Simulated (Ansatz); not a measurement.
Consider CoPt (space group P4/mmm, No. 123; ferromagnetic; relaxed with 0.1 eV smearing).

```yaml
crystal:
  lattice:
    - [2.67696, 0.00000, 0.00000]
    - [0.00000, 2.67696, 0.00000]
    - [0.00000, 0.00000, 3.72890]
  atoms:
    - { symbol: Co, position: [0.50000, 0.50000, 0.50000] }
    - { symbol: Pt, position: [0.00000, 0.00000, 0.00000] }
```

Cartesian axes are those of the cell as printed.

Calculations: Ansatz (an electronic-structure program), r2SCAN, PAW, cutoff 500 eV, no spin-orbit coupling.

The change: uniaxial strain ε_xx = −2.42 %, all other strain components held at zero, atoms relaxed at fixed cell.

Predict the stress tensor and what it implies for the stiffness.

Stress of the strained cell less that of the base (GPa, compression positive):
```
   12.6     0.0     0.0
    0.0     2.3     0.0
    0.0     0.0     4.1
```

Then −Δσ_ii/ε with ε = -0.0242 gives secant stiffness values (nonlinear terms included at this strain): C11 ≈ 521 GPa, C12 ≈ 94 GPa and C13 ≈ 171 GPa.

As a check, the harmonic strain energy −½ V₀ Δσ:ε is 13 meV/atom; the computed energy rise is 12 meV/atom.

The magnetic state is the one reached from the starting moments; the real material's order can differ, and small cells can't hold many antiferromagnetic ones. No phonon test of stability was made.
